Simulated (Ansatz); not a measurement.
The calculation used DFT PBE, scalar-relativistic, plane waves, PAW in Ansatz 0.2.0. Settings: cutoff 420 eV, Γ-centred meshes spaced at most about 0.3 Å⁻¹, and about 0.25 Å⁻¹ or finer for metals (2π included), Gaussian smearing. No spin polarisation.

Each guess is relaxed in cell and atoms at zero pressure, on a coarse mesh first where it starts far from rest and then on a converged one. The steps can't lower the symmetry of the start, but it can rise. Energies are static (0 K, no zero-point motion).

Two unrelaxed guesses for Li₄F:

Guess 1.

```
Li F
1.0
     2.43820    1.40770    3.29551
    -2.43820    1.40770    3.29551
     0.00000   -2.81539    3.29551
Li F
4 1
Cartesian
  0.0000 1.4077 3.2955
  -1.2191 -0.7038 3.2955
  1.2191 -0.7038 3.2955
  0.0000 0.0000 4.9433
  0.0000 0.0000 0.0000
```

Guess 2.

```
Li F
1.0
     3.90590    0.00000    0.00000
     0.00000    3.90590    0.00000
     0.00000    0.00000    3.90590
Li F
4 1
Direct
  0.50000 0.50000 0.50000
  0.50000 0.00000 0.00000
  0.00000 0.50000 0.00000
  0.00000 0.00000 0.50000
  0.00000 0.00000 0.00000
```

**Question.** Do they relax into the same structure? If not, which is lower?

**Answer.** No. Guess 2 ends lower, by 0.59 eV/atom. Guess 1: R-3m at 13.6 Å³/atom → R-3m at 24.7 Å³/atom; Guess 2: Pm-3m at 11.9 Å³/atom → Pm-3m at 15.6 Å³/atom. Counting Li atoms around F (those within 1.25 times the shortest such distance or 1.15 times the sum of covalent radii; the shortest distance is added where it is long for a bond), the end of guess 1 has F 6 from 2.6 Å and the end of guess 2 has F 6. End of guess 1. Conventional cell: a = 5.136 Å, c = 16.239 Å. Around Li on a site of symmetry 2/m lie 4 Li at 2.57 Å, 2 F at 2.57 Å and 2 Li at 3.09 Å; Li on a site of symmetry -3m has 6 Li at 3.09 Å; F has 6 Li at 2.57 Å. End of guess 2. Conventional cell: a = 4.269 Å. Li on a site of symmetry m-3m has 12 Li at 3.02 Å; Li on a site of symmetry 4/mmm has 2 F at 2.13 Å and 12 Li at 3.02 Å; F has 6 Li at 2.13 Å.

Cells without such a test can be saddle points. Shaken at random and relaxed again, the end of guess 1 falls into a cell with space group I4/mmm (No. 139), 0.67 eV/atom lower and the lowest form computed, so it is a saddle point or a shallow minimum. Some candidate types were left out of the draw beforehand, so a known form may be missing.
